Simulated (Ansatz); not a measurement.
The system is Si2Mo.

```
Mo Si
1.0
    -1.60000    1.60000    3.93050
     1.60000   -1.60000    3.93050
     1.60000    1.60000   -3.93050
Mo Si
1 2
Cartesian
  0.0000 0.0000 0.0000
  0.0000 0.0000 5.2433
  0.0000 0.0000 2.6177
```

```yaml
Program: Ansatz 0.2.0
Task: relaxation of cell and atoms
Functional: HSE06
Potentials_or_basis: Ansatz PAW
Cutoff: "420 eV (not typed: the program's choice for these potentials)"
k_mesh: 8 × 8 × 8
Occupations: fermi-dirac, width 0.05 eV
Spin: no spin polarisation
```

At the start: volume 13.42 Å³/atom.

How do energy, volume and symmetry change on relaxing?

It ends after 5 steps and the volume is 13.23 Å³/atom (-1.4 %); space group I4/mmm (No. 139, to 0.05 Å).

The path:
| step | energy change (eV) | largest force (eV/Å) | volume (Å³) |
| --- | --- | --- | --- |
| 1 | 0.0000 | 0.5119 | 40.25 |
| 2 | -0.0182 | 0.0121 | 39.45 |
| 3 | -0.0197 | 0.0143 | 39.68 |
| 4 | -0.0197 | 0.0010 | 39.69 |
| 5 | -0.0196 | 0.0010 | 39.69 |

Final structure:
```
Mo Si
1.0
    -1.59518    1.59518    3.89955
     1.59518   -1.59518    3.89955
     1.59518    1.59518   -3.89955
Mo Si
1 2
Direct
  0.00000 0.00000 0.00000
  0.66410 0.66410 0.00000
  0.33590 0.33590 0.00000
```

Caveat: the plane-wave basis is chosen anew once the cell has moved, so the energies of steps on either side of that aren't comparable; the PAW data sets come from PBE, with cores solved anew for the run's functional, which leaves a small shift of forces and pressure.
